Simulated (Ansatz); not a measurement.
CdSe, 2 atoms in the cell. It takes space group F-43m (No. 216, cubic). Conventional cell: a = 6.141 Å, b = 6.141 Å, c = 6.141 Å, α = 90.00°, β = 90.00°, γ = 90.00°. Around Cd (site symmetry -43m) lie 4 Se at 2.66 Å. Se (site symmetry -43m) has 4 Cd at 2.66 Å as nearest neighbours. Measurements of this composition are mostly on another form, of space group No. 186.

| Property | Result |
| --- | --- |
| Program | Ansatz 0.2.0 |
| Task | phonons |
| Functional | PBE |
| Potentials or basis | Ansatz PAW |
| Cutoff | 420 eV (not typed: the program's choice for these potentials) |
| k mesh | 6 × 6 × 6 |
| Occupations | fixed |
| Spin | no spin polarisation |
| q mesh | 2 × 2 × 2 |
| Path | [["G", "X", "W", "K", "G", "L", "U", "W", "L", "K"], ["U", "X"]] |
| Points for each segment of the path | 8 |

Potentials or basis: Ansatz PAW.

Run with:

```bash
$ ansatz run input.yaml --threads 2 --pin off --max-ram 5632MiB --backend cpu --events-out ev --progress --plain --runs-dir out
```

Hardware: 2 threads of Intel(R) Xeon(R) Processor @ 2.50GHz (Skylake/Cascade Lake) (shared host).

Task: How long does it take, and how much memory?

Result: Run time: 2.2 min on 2 threads of Intel(R) Xeon(R) Processor @ 2.50GHz (Skylake/Cascade Lake), with other jobs on the host, peak memory 0.61 GiB. Counts: scf iterations 13, plane waves 1139, k points 46, bands 22.
